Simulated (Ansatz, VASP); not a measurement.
Si2S in VASP and in Ansatz

```xyz
3
Lattice="3.4671 0.0000 0.0000 0.0000 3.4671 0.0000 0.0000 0.0000 5.0113" Properties=species:S:1:pos:R:3 pbc="T T T"
Si    0.0000    0.0000    0.0000
Si    1.7335    1.7335    2.5057
S     0.0000    0.0000    2.5057
```

Change from the starting cell: ordered vacancies on the anion sites of rock salt (P4/mmm, No. 123).

Alike in both runs: functional PBE; k mesh 6 × 6 × 4; occupations gaussian, width 0.1 eV; no spin polarisation.

Ansatz relaxed the structure, and its values are those at the end. VASP's run is a single point on that final structure, the one shown.

```csv
,VASP,Ansatz
version,VASP 6.6.1,Ansatz 0.2.0
potentials or method,"VASP PAW PBE potentials, release 64 (Si, S)","scalar-relativistic, plane waves, PAW"
plane-wave cutoff (eV),520,420
valence electrons in the cell,14,14
```

```csv
,VASP,Ansatz,Ansatz less VASP
gap on the k mesh at the Fermi level (eV),none,none,-
pressure (GPa),0.2,0.2,+0.02
```

A gap of «none» marks a metal or a gap that the smearing closes. The functional is the same, so the differences come from potentials, cutoffs and numerics.
